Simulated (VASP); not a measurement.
## VASP 6.6.1 run: BN

INCAR

```
NSW = 0
GGA = PE
ENCUT = 520
NBANDS = 16
ISMEAR = -1
SIGMA = 0.02
LASPH = .TRUE.
IBRION = -1
LREAL = .TRUE.
PREC = Accurate
LCHARG = .FALSE.
NELM = 84
LWAVE = .FALSE.
EDIFF = 1E-7
ISIF = 2
```

KPOINTS

```
KPOINTS created by Atomic Simulation Environment
0
Monkhorst-Pack
12 12 6
0 0 0
```

POSCAR

```
B  N
 1.0000000000000000
     2.5821092527000000    0.0000000000293005    0.0000000000000000
    -1.2910546263750000    2.2031253281853500    0.0000000000000000
     0.0000000000000000    0.0000000000000000    4.2078153384999997
 B   N
   2   2
Cartesian
 -0.0000000000166780  1.4697206491773263  0.0007465638077173
  1.2910546263416778  0.7334046790373242  2.1046542330577171
 -0.0000000000166361  1.4660538675610773  1.5771841881297826
  1.2910546263416358  0.7370714606535732  3.6810918573797822
```

The recommended PBE PAW datasets give the neutral cell 16 valence electrons.

Command

```
mpirun -np 1 vasp_std
```

OSZICAR

```
N       E                     dE             d eps       ncg     rms          rms(c)
DAV:   1     0.383746248698E+02    0.38375E+02   -0.82767E+03  6928   0.968E+02
DAV:   2    -0.343974521914E+02   -0.72772E+02   -0.67801E+02  9872   0.229E+02
DAV:   3    -0.367182876276E+02   -0.23208E+01   -0.23138E+01  7856   0.373E+01
DAV:   4    -0.367240611109E+02   -0.57735E-02   -0.57731E-02  8472   0.212E+00
DAV:   5    -0.367240770638E+02   -0.15953E-04   -0.15953E-04  7696   0.103E-01    0.939E+00
DAV:   6    -0.349781659092E+02    0.17459E+01   -0.22165E+00  8792   0.136E+01    0.444E+00
DAV:   7    -0.348491296707E+02    0.12904E+00   -0.31185E-01  8672   0.449E+00    0.271E+00
DAV:   8    -0.348223029779E+02    0.26827E-01   -0.52362E-02  8216   0.185E+00    0.256E-01
DAV:   9    -0.348211021775E+02    0.12008E-02   -0.18714E-03  8112   0.515E-01    0.131E-01
DAV:  10    -0.348213802866E+02   -0.27811E-03   -0.48741E-04  8240   0.172E-01    0.253E-02
DAV:  11    -0.348213882163E+02   -0.79297E-05   -0.33309E-05  8616   0.561E-02    0.151E-02
DAV:  12    -0.348213888333E+02   -0.61699E-06   -0.59718E-06  8320   0.243E-02    0.206E-03
DAV:  13    -0.348213889181E+02   -0.84827E-07   -0.19236E-07  7088   0.411E-03
   1 F= -.34821389E+02 E0= -.34821389E+02  d E =-.128670E-12
```

From OUTCAR

```
k-points           NKPTS =    216   k-points in BZ     NKDIM =    216   number of bands    NBANDS=     16

   NELECT =      16.0000    total number of electrons

   dimension x,y,z NGX =    20 NGY =   20 NGZ =   32
   dimension x,y,z NGXF=    40 NGYF=   40 NGZF=   64

  energy-cutoff  :      520.00
  volume of cell :       23.94
      direct lattice vectors                 reciprocal lattice vectors
     2.582109253  0.000000000  0.000000000     0.387280282  0.226950321  0.000000000
    -1.291054626  2.203125328  0.000000000    -0.000000000  0.453900642  0.000000000
     0.000000000  0.000000000  4.207815338     0.000000000  0.000000000  0.237653015

 k-points in reciprocal lattice and weights: KPOINTS created by Atomic Simulation Env
   0.04166667  0.04166667  0.08333333       0.005
   0.12500000  0.04166667  0.08333333       0.005
   0.20833333  0.04166667  0.08333333       0.005
   0.29166667  0.04166667  0.08333333       0.005
   0.37500000  0.04166667  0.08333333       0.005
   0.45833333  0.04166667  0.08333333       0.005
  -0.45833333  0.04166667  0.08333333       0.005
  -0.37500000  0.04166667  0.08333333       0.005
   ...

 E-fermi :   7.8259

 k-point     1 :       0.0417    0.0417    0.0833
  band No.  band energies     occupation
      1     -12.7058      2.00000
      2      -8.7729      2.00000
      3      -3.0421      2.00000
      4       4.7729      2.00000
      5       5.0347      2.00000
      6       6.7434      2.00000
      7       7.0120      2.00000
      8       7.2056      2.00000
      9      15.5421      0.00000
     10      15.7765      0.00000
     11      16.4295      0.00000
     12      17.0951      0.00000
     13      18.2957      0.00000
     14      19.1477      0.00000
     15      19.4972      0.00000
     16      23.2806      0.00000

 k-point     2 :       0.1250    0.0417    0.0833
  band No.  band energies     occupation
      1     -12.3385      2.00000
      2      -8.4947      2.00000
      3      -2.6910      2.00000
      4       3.3290      2.00000
      5       4.4389      2.00000
      6       5.6664      2.00000
      7       6.5613      2.00000
      8       6.8467      2.00000
      9      15.2391      0.00000
     10      16.3055      0.00000
     11      16.7751      0.00000
     12      18.0561      0.00000
     13      18.9566      0.00000
     14      19.4819      0.00000
     15      20.6198      0.00000
     16      22.8034      0.00000

 k-point     3 :       0.2083    0.0417    0.0833
  band No.  band energies     occupation
      1     -11.6934      2.00000
      2      -8.0444      2.00000
      3      -2.0868      2.00000
      4       1.4558      2.00000
      5       3.5772      2.00000
      6       4.1284      2.00000
      7       5.9467      2.00000
      8       6.3166      2.00000
      9      14.8554      0.00000
     10      16.7797      0.00000
     11      17.1965      0.00000
     12      18.3874      0.00000
     13      19.5821      0.00000
     14      20.7536      0.00000
     15      21.8769      0.00000
     16      22.5897      0.00000

 ...

  Total       -2.6369179     -0.8791666     -0.2267627     -0.0000000      0.0000000      0.0000000
  in kB     -176.4967424    -58.8452306    -15.1779007     -0.0000000      0.0000000      0.0000000
  external PRESSURE =     -83.5066245 kB  Pullay stress =       0.0000000 kB

 POSITION                                       TOTAL-FORCE (eV/Angst)
 -----------------------------------------------------------------------------------
     -0.00000      1.46972      0.00075         0.000000     -0.238564      0.035877
      1.29105      0.73340      2.10465        -0.000000      0.238564      0.035877
     -0.00000      1.46605      1.57718        -0.000000      0.090778     -0.035877
      1.29105      0.73707      3.68109         0.000000     -0.090778     -0.035877
 -----------------------------------------------------------------------------------
    total drift:                               -0.000000     -0.000000     -0.334656

  FREE ENERGIE OF THE ION-ELECTRON SYSTEM (eV)
  ---------------------------------------------------
  free  energy   TOTEN  =       -34.8213889181 eV

  energy  without entropy=      -34.8213889181  energy(sigma->0) =      -34.82138892
```

It converged. Results: gap between bands v and c on the k mesh 5.57 eV; least direct gap on the k mesh 8.22 eV; pressure -8.4 GPa; largest force 0.24 eV/Å. Band v is the last that the valence electrons fill when counted band by band, and c is the next.

These settings aren't sound, so the numbers aren't properties of the crystal. The shifted mesh misses Γ, so a band edge there is missed.

On sound settings PBE gives a gap of 5.19 eV on its mesh and a pressure of -0.7 GPa for the intended cell.

The run took about 88 s on one core of a shared host (Intel Xeon Platinum 8488C) and held 0.17 GiB at most.
